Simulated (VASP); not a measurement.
Runs of VASP 6.6.1 on MgO. All rows change the cell; the cell of one of them follows. The typed cell holds 2 atoms: a = 2.875 Å, b = 2.919 Å, c = 2.636 Å, α = 91.43°, β = 88.94°, γ = 119.75°. The cell comes from a database or a generator and needn't be the stable form of this composition.

```tsv
potentials or basis	cell	k mesh	gap on the mesh (eV)	pressure (GPa)	largest force (eV/Å)
VASP PAW PBE potentials, release 64 (Mg, O)	all atoms moved at random, cell strained at random	12 × 12 × 10	3.08	12.5	(b)
VASP PAW PBE potentials, release 64 (Mg, O)	strained and moved within the space group	12 × 12 × 10	3.04	4.9	-
VASP PAW PBE potentials, release 64 (Sr_sv, O)	Mg replaced by Sr, lengths x 1.157, strained and moved within the space group	9 × 9 × 8	3.02	23.4	-
VASP PAW PBE potentials, release 64 (Mg, O)	one atom moved	12 × 12 × 10	(a)	(c)	0.15
```

Alike in all rows: task single point; level PBE; no spin polarisation; cutoff (eV) 520; smearing gaussian 0.02 eV.

Question: Estimate the missing entries.

Answer: (a) 3.00; (b) 1.75; (c) -0.5.

Caveats: forces of over 1 eV/Å show positions far from the minimum, so gaps and moduli don't describe the material at rest (some runs); so large a pressure means that the cell lies far from this level's equilibrium, or that cutoff or potentials fall short (some runs); an odd mesh through Γ misses points on the zone boundary, where band edges often lie (some runs).

The runs don't all hold the same shells in valence.
